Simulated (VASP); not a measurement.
# InAs in VASP: further runs

One slab, InAs, is run at these levels: PBEsol; tasks: single point, relaxation of the atoms.

Everything below comes from runs of VASP 6.6.1. Logs are shortened: lines on timing, memory, paths and dates and some standing lists are left out, and cuts for length are marked.

### Step 1. The slab as given

The cell holds a slab with vacuum, 14 atoms: a = 4.307 Å, b = 6.091 Å, c = 27.921 Å, α = 90.00°, β = 90.00°, γ = 90.00°.

### Step 2. Single point, PBEsol

INCAR

```
PREC = Accurate
ENCUT = 520
EDIFF = 1E-6
ISMEAR = 0
SIGMA = 0.03
LREAL = F
LASPH = T
NELM = 80
ALGO = Fast
ISIF = 2
LWAVE = F
LCHARG = F
LDIPOL = T
IDIPOL = 3
DIPOL = 0.5 0.5 0.500
GGA = PS
LVHAR = T
LVACPOTAV = T
ICORELEVEL = 1
```

KPOINTS

```
regular mesh
0
Gamma
  6 5 1
```

POSCAR

```
InAs
1.0
    4.3069223500      0.0000000000      0.0000000000
    0.0000000000      6.0909080000      0.0000000000
    0.0000000000      0.0000000000     27.9207670500
In As
7 7
Direct
    0.5000000000      0.5000000000      0.2686172600
    0.0000000000      0.0000000000      0.3457448400
    0.5000000000      0.5000000000      0.4228724200
    0.0000000000      0.0000000000      0.5000000000
    0.5000000000      0.5000000000      0.5771275800
    0.0000000000      0.0000000000      0.6542551600
    0.5000000000      0.5000000000      0.7313827400
    0.0000000000      0.7500000000      0.2686172600
    0.5000000000      0.2500000000      0.3457448400
    0.0000000000      0.7500000000      0.4228724200
    0.5000000000      0.2500000000      0.5000000000
    0.0000000000      0.7500000000      0.5771275800
    0.5000000000      0.2500000000      0.6542551600
    0.0000000000      0.7500000000      0.7313827400
```

Potentials or basis: VASP PAW PBE potentials, release 64 (In_d, As).

Run with:

```sh
$ cat potpaw_PBE.64/In_d/POTCAR potpaw_PBE.64/As/POTCAR > POTCAR
$ mpirun -np 4 vasp_std > vasp.out
```

OUTCAR:

```text
PREC = Accurate
   ENCUT = 520
   EDIFF = 1E-6
   ISMEAR = 0
   LREAL = F
   LASPH = T
   NELM = 80
   ISIF = 2
   GGA = PS

 ion  position               nearest neighbor table
   1  0.500  0.500  0.269-   8 2.64   8 2.64   9 2.64
   2  0.000  0.000  0.346-   9 2.64   9 2.64  10 2.64   8 2.64
   3  0.500  0.500  0.423-  10 2.64  10 2.64   9 2.64  11 2.64
   4  0.000  0.000  0.500-  11 2.64  11 2.64  12 2.64  10 2.64
   5  0.500  0.500  0.577-  12 2.64  12 2.64  13 2.64  11 2.64
   6  0.000  0.000  0.654-  13 2.64  13 2.64  12 2.64  14 2.64
   7  0.500  0.500  0.731-  14 2.64  14 2.64  13 2.64
   8  0.000  0.750  0.269-   1 2.64   1 2.64   2 2.64
   9  0.500  0.250  0.346-   2 2.64   2 2.64   3 2.64   1 2.64
  10  0.000  0.750  0.423-   3 2.64   3 2.64   2 2.64   4 2.64
  11  0.500  0.250  0.500-   4 2.64   4 2.64   5 2.64   3 2.64
  12  0.000  0.750  0.577-   5 2.64   5 2.64   6 2.64   4 2.64
  13  0.500  0.250  0.654-   6 2.64   6 2.64   5 2.64   7 2.64
  14  0.000  0.750  0.731-   7 2.64   7 2.64   6 2.64

  LATTYP: Found a simple orthorhombic cell.
 ALAT       =     4.3069223500
 B/A-ratio  =     1.4142135625
 C/A-ratio  =     6.4827653672

  Lattice vectors:

 A1 = (   4.3069223500,   0.0000000000,   0.0000000000)
 A2 = (   0.0000000000,   6.0909080000,   0.0000000000)
 A3 = (   0.0000000000,   0.0000000000,  27.9207670500)

Analysis of symmetry for initial positions (statically):
=====================================================================
 Subroutine PRICEL returns:
 Original cell was already a primitive cell.

 Routine SETGRP: Setting up the symmetry group for a
 simple orthorhombic supercell.

 Subroutine GETGRP returns: Found  4 space group operations
 (whereof  4 operations were pure point group operations)
 out of a pool of  8 trial point group operations.

The static configuration has the point symmetry C_2v.

Analysis of symmetry for dynamics (positions and initial velocities):
=====================================================================
 Subroutine PRICEL returns:
 Original cell was already a primitive cell.

 Routine SETGRP: Setting up the symmetry group for a
 simple orthorhombic supercell.

 Subroutine GETGRP returns: Found  4 space group operations
 (whereof  4 operations were pure point group operations)
 out of a pool of  8 trial point group operations.

The dynamic configuration has the point symmetry C_2v.

 Subroutine INISYM returns: Found  4 space group operations
 (whereof  4 operations are pure point group operations),
 and found     1 'primitive' translations

----------------------------------------------------------------------------------------

                                     Primitive cell

  volume of cell :     732.4474

  direct lattice vectors                    reciprocal lattice vectors
     4.306922350  0.000000000  0.000000000     0.232184358  0.000000000  0.000000000
     0.000000000  6.090908000  0.000000000     0.000000000  0.164179134  0.000000000
     0.000000000  0.000000000 27.920767050     0.000000000  0.000000000  0.035815635

  length of vectors
     4.306922350  6.090908000 27.920767050     0.232184358  0.164179134  0.035815635

  position of ions in fractional coordinates (direct lattice)
     0.500000000  0.500000000  0.268617260
     0.000000000  0.000000000  0.345744840
     0.500000000  0.500000000  0.422872420
     0.000000000  0.000000000  0.500000000
     0.500000000  0.500000000  0.577127580
     0.000000000  0.000000000  0.654255160
     0.500000000  0.500000000  0.731382740
     0.000000000  0.750000000  0.268617260
     0.500000000  0.250000000  0.345744840
     0.000000000  0.750000000  0.422872420
     0.500000000  0.250000000  0.500000000
     0.000000000  0.750000000  0.577127580
     0.500000000  0.250000000  0.654255160
     0.000000000  0.750000000  0.731382740

  ion indices of the primitive-cell ions
   primitive index   ion index
                 1           1
                 2           2
                 3           3
                 4           4
                 5           5
                 6           6
                 7           7
                 8           8
                 9           9
                10          10
                11          11
                12          12
                13          13
                14          14

----------------------------------------------------------------------------------------

[... 25 lines left out ...]
            Coordinates               Weight
  0.000000  0.000000  0.000000      1.000000
  0.166667  0.000000  0.000000      2.000000
  0.333333  0.000000  0.000000      2.000000
  0.500000  0.000000  0.000000      1.000000
  0.000000  0.200000  0.000000      2.000000
  0.166667  0.200000  0.000000      4.000000
  0.333333  0.200000  0.000000      4.000000
  0.500000  0.200000  0.000000      2.000000
  0.000000  0.400000  0.000000      2.000000
  0.166667  0.400000  0.000000      4.000000
  0.333333  0.400000  0.000000      4.000000
  0.500000  0.400000  0.000000      2.000000
   k-points           NKPTS =     12   k-points in BZ     NKDIM =     12   number of bands    NBANDS=     76
   number of dos      NEDOS =    301   number of ions     NIONS =     14
   total plane-waves  NPLWV = 322560
   dimension x,y,z NGX =    32 NGY =   48 NGZ =  210
   dimension x,y,z NGXF=    64 NGYF=   96 NGZF=  420
   ions per type =               7   7
   NGX,Y,Z   is equivalent  to a cutoff of  12.35, 13.10, 12.50 a.u.
   NGXF,Y,Z  is equivalent  to a cutoff of  24.70, 26.20, 25.01 a.u.
 SYSTEM =  unknown system
   PREC   = accura    normal or accurate (medium, high low for compatibility)
   ISTART =      0    job   : 0-new  1-cont  2-samecut
   ICHARG =      2    charge: 1-file 2-atom 10-const
   ISPIN  =      1    spin polarized calculation?
   LNONCOLLINEAR =      F non collinear calculations
   LSORBIT =      F    spin-orbit coupling
   LASPH  =      T    aspherical Exc in radial PAW
   ENCUT  =  520.0 eV  38.22 Ry    6.18 a.u.   8.01 11.33 51.91*2*pi/ulx,y,z
   NELM   =     80;   NELMIN=  2; NELMDL= -5     # of ELM steps
   EDIFF  = 0.1E-05   stopping-criterion for ELM
   LREAL  =      F    real-space projection
   EDIFFG = 0.1E-04   stopping-criterion for IOM
   NSW    =      0    number of steps for IOM
   IBRION =     -1    ionic relax: 0-MD 1-quasi-New 2-CG
   NFREE  =      0    steps in history (QN), initial steepest desc. (CG)
   ISIF   =      2    stress and relaxation
   ISYM   =      2    0-nonsym 1-usesym 2-fastsym
   POTIM  = 0.5000    time-step for ionic-motion
   TEBEG  =    0.0;   TEEND  =   0.0 temperature during run
   PSTRESS=    0.0 pullay stress
   NELECT =     126.0000    total number of electrons
   NUPDOWN=      -1.0000    fix difference up-down
   EMIN   =  10.00;   EMAX   =-10.00  energy-range for DOS
   EFERMI =   0.00;   METHOD = LEGACY
   ISMEAR =     0;   SIGMA  =   0.03  broadening in eV -4-tet -1-fermi 0-gaus
   EFERMI_NEDOS =   21; number of points for ismear=-14 and -15
   IALGO  =     68    algorithm
   IMIX   =      4    mixing-type and parameters
     AMIX     =   0.40;   BMIX     =  1.00
     AMIX_MAG =   1.60;   BMIX_MAG =  1.00
  volume/ion in A,a.u.               =      52.32       353.06
  Fermi-wavevector in a.u.,A,eV,Ry     =   0.910485  1.720567 11.279001  0.828983
  Thomas-Fermi vector in A             =   2.034653
   LORBIT       =      0    0 simple, 1 ext, 2 COOP (PROOUT), +10 PAW based schemes
   GGA     = PS    functional components
   LHFCALC =     F    Hartree Fock is set to
   AEXX    =    0.0000 exact exchange contribution
   IVDW    =     0    specifies the selected vdW correction
   LEPSILON=     F    determine dielectric tensor
   LRPA    =     F    only Hartree local field effects (RPA)
 non-spin polarized calculation
 RMM-DIIS sequential band-by-band and
 Gauss-broadening in eV      SIGMA  =   0.03
  energy-cutoff  :      520.00
  volume of cell :      732.45
 maximum number of plane-waves:     19764
   NGX = 17   NGY = 23   NGZ =103

 dipolmoment           0.000000      0.000000      0.000000 electrons x Angstroem

 number of electron     126.0000021 magnetization

 dipolmoment           0.000000      0.000000     -0.000000 electrons x Angstroem

 Free energy of the ion-electron system (eV)
  ---------------------------------------------------
  ext. energy  EPLUGINS =         0.00000000
  ---------------------------------------------------
  free energy    TOTEN  =       -56.32277721 eV

  energy without entropy =      -56.32277721  energy(sigma->0) =      -56.32277721

 the core state eigenenergies are
   1-  1s -27743.6331  2s  -4150.1355  2p  -3724.1201  3s   -784.0391  3p   -644.5940
       3d   -428.2676  4s   -115.2768  4p    -73.7451
   2-  1s -27743.3452  2s  -4149.8633  2p  -3723.8456  3s   -783.7768  3p   -644.3314
       3d   -428.0049  4s   -115.0269  4p    -73.4956
   3-  1s -27743.4886  2s  -4150.0055  2p  -3723.9879  3s   -783.9194  3p   -644.4740
       3d   -428.1474  4s   -115.1701  4p    -73.6389
   4-  1s -27743.3817  2s  -4149.9011  2p  -3723.8832  3s   -783.8157  3p   -644.3703
       3d   -428.0437  4s   -115.0675  4p    -73.5364
   5-  1s -27743.4886  2s  -4150.0055  2p  -3723.9879  3s   -783.9194  3p   -644.4740
       3d   -428.1474  4s   -115.1701  4p    -73.6389
   6-  1s -27743.3452  2s  -4149.8633  2p  -3723.8456  3s   -783.7768  3p   -644.3314
       3d   -428.0049  4s   -115.0269  4p    -73.4956
   7-  1s -27743.6331  2s  -4150.1355  2p  -3724.1201  3s   -784.0391  3p   -644.5940
       3d   -428.2676  4s   -115.2768  4p    -73.7451
   8-  1s -11711.4115  2s  -1479.9613  2p  -1296.7932  3s   -183.8495  3p   -127.2268
       3d    -34.2437
   9-  1s -11711.8360  2s  -1480.4081  2p  -1297.2361  3s   -184.3453  3p   -127.7242
       3d    -34.7482
  10-  1s -11711.6790  2s  -1480.2528  2p  -1297.0805  3s   -184.1915  3p   -127.5704
       3d    -34.5946
  11-  1s -11711.8062  2s  -1480.3784  2p  -1297.2064  3s   -184.3138  3p   -127.6926
       3d    -34.7162
  12-  1s -11711.6790  2s  -1480.2528  2p  -1297.0805  3s   -184.1915  3p   -127.5704
       3d    -34.5946
  13-  1s -11711.8360  2s  -1480.4081  2p  -1297.2361  3s   -184.3453  3p   -127.7242
       3d    -34.7482
  14-  1s -11711.4115  2s  -1479.9613  2p  -1296.7932  3s   -183.8495  3p   -127.2268
       3d    -34.2437

 E-fermi :   0.2157     XC(G=0):  -5.4585

 val. band max:        0.0874335072   @ k =   0.0000   0.0000   0.0000
 cond. band min:       0.3401296309   @ k =   0.0000   0.0000   0.0000
 fundamental gap:      0.2526961237
 Fermi energy:         0.2157424772

 k-point     1 :       0.0000    0.0000    0.0000
  band No.  band energies     occupation
      1     -14.4057      2.00000
      2     -14.4033      2.00000
      3     -14.3684      2.00000
      4     -14.3596      2.00000
      5     -14.3594      2.00000
      6     -14.3166      2.00000
[... 925 lines left out ...]
     74       4.3113      0.00000
     75       4.3924      0.00000
 [bands above 75 left out]

------------------------ aborting loop because EDIFF is reached ----------------------------------------

  FORCE on cell =-STRESS in cart. coord.  units (eV):
  Direction    XX          YY          ZZ          XY          YZ          ZX
  --------------------------------------------------------------------------------------
  -------------------------------------------------------------------------------------
  Total       -2.0974207     -2.3730572      1.3257063      0.0000000      0.0000000      0.0000000
  in kB       -4.5879608     -5.1908965      2.8998896      0.0000000      0.0000000      0.0000000
  external PRESSURE =      -2.2929892 kB  Pullay stress =       0.0000000 kB

 VOLUME and BASIS-vectors are now :
 -----------------------------------------------------------------------------
  energy-cutoff  :      520.00
  volume of cell :      732.45
      direct lattice vectors                 reciprocal lattice vectors
     4.306922350  0.000000000  0.000000000     0.232184358  0.000000000  0.000000000
     0.000000000  6.090908000  0.000000000     0.000000000  0.164179134  0.000000000
     0.000000000  0.000000000 27.920767050     0.000000000  0.000000000  0.035815635

 POSITION                                       TOTAL-FORCE (eV/Angst)
 -----------------------------------------------------------------------------------
      2.15346      3.04545      7.50000        -0.000000      0.903194      1.045772
      0.00000      0.00000      9.65346         0.000000     -0.317752      0.173233
      2.15346      3.04545     11.80692        -0.000000      0.270327      0.110483
      0.00000      0.00000     13.96038         0.000000     -0.138453      0.000000
      2.15346      3.04545     16.11384        -0.000000      0.270327     -0.110483
      0.00000      0.00000     18.26731         0.000000     -0.317752     -0.173233
      2.15346      3.04545     20.42077        -0.000000      0.903194     -1.045772
      0.00000      4.56818      7.50000         0.000000     -0.190437     -1.103385
      2.15346      1.52273      9.65346         0.000000     -0.505904     -0.334805
      0.00000      4.56818     11.80692         0.000000     -0.034548      0.063469
      2.15346      1.52273     13.96038         0.000000     -0.111308      0.000000
      0.00000      4.56818     16.11384         0.000000     -0.034548     -0.063469
      2.15346      1.52273     18.26731         0.000000     -0.505904      0.334805
      0.00000      4.56818     20.42077         0.000000     -0.190437      1.103385
 -----------------------------------------------------------------------------------
    total drift:                                0.000000     -0.000440     -0.000000

  FREE ENERGIE OF THE ION-ELECTRON SYSTEM (eV)
  ---------------------------------------------------
  free  energy   TOTEN  =       -56.3227772084 eV

  energy  without entropy=      -56.3227772083  energy(sigma->0) =      -56.32277721

 vacuum level on the upper side and lower side of the slab         4.724         4.724
```

Wall time 9.1 min (4 MPI ranks of Intel Xeon Platinum 8488C (Sapphire Rapids), shared host); peak memory 0.41 GiB.

Results:

```
Free energy                            : -56.3228 eV
Largest force                          : 1.382 eV/Å
Band gap on the k mesh                 : 0.25 eV, direct
Ionisation potential of the upper face : 4.64 eV
```

Forces on the atoms (eV/Å):
```
In   0.000  0.903  1.046
In   0.000 -0.318  0.173
In   0.000  0.270  0.110
In   0.000 -0.138  0.000
In   0.000  0.270 -0.110
In   0.000 -0.318 -0.173
In   0.000  0.903 -1.046
As   0.000 -0.190 -1.103
As   0.000 -0.506 -0.335
As   0.000 -0.035  0.063
As   0.000 -0.111  0.000
As   0.000 -0.035 -0.063
As   0.000 -0.506  0.335
As   0.000 -0.190  1.103
```

Core levels (eV, on the scale of the bands):
| atom | levels |
| --- | --- |
| 1 In | 1s -27743.6, 2s -4150.1, 2p -3724.1, 3s -784.0, 3p -644.6, 3d -428.3, 4s -115.3, 4p -73.7 |
| 2 In | 1s -27743.3, 2s -4149.9, 2p -3723.8, 3s -783.8, 3p -644.3, 3d -428.0, 4s -115.0, 4p -73.5 |
| 3 In | 1s -27743.5, 2s -4150.0, 2p -3724.0, 3s -783.9, 3p -644.5, 3d -428.1, 4s -115.2, 4p -73.6 |
| 4 In | 1s -27743.4, 2s -4149.9, 2p -3723.9, 3s -783.8, 3p -644.4, 3d -428.0, 4s -115.1, 4p -73.5 |
| 5 In | 1s -27743.5, 2s -4150.0, 2p -3724.0, 3s -783.9, 3p -644.5, 3d -428.1, 4s -115.2, 4p -73.6 |
| 6 In | 1s -27743.3, 2s -4149.9, 2p -3723.8, 3s -783.8, 3p -644.3, 3d -428.0, 4s -115.0, 4p -73.5 |

Caveat: the PAW data sets were made with another functional, which shifts forces and pressure a little; spin-orbit coupling is left out, which moves the levels of the heavy elements.

(Part 1 of 2 ends here.)
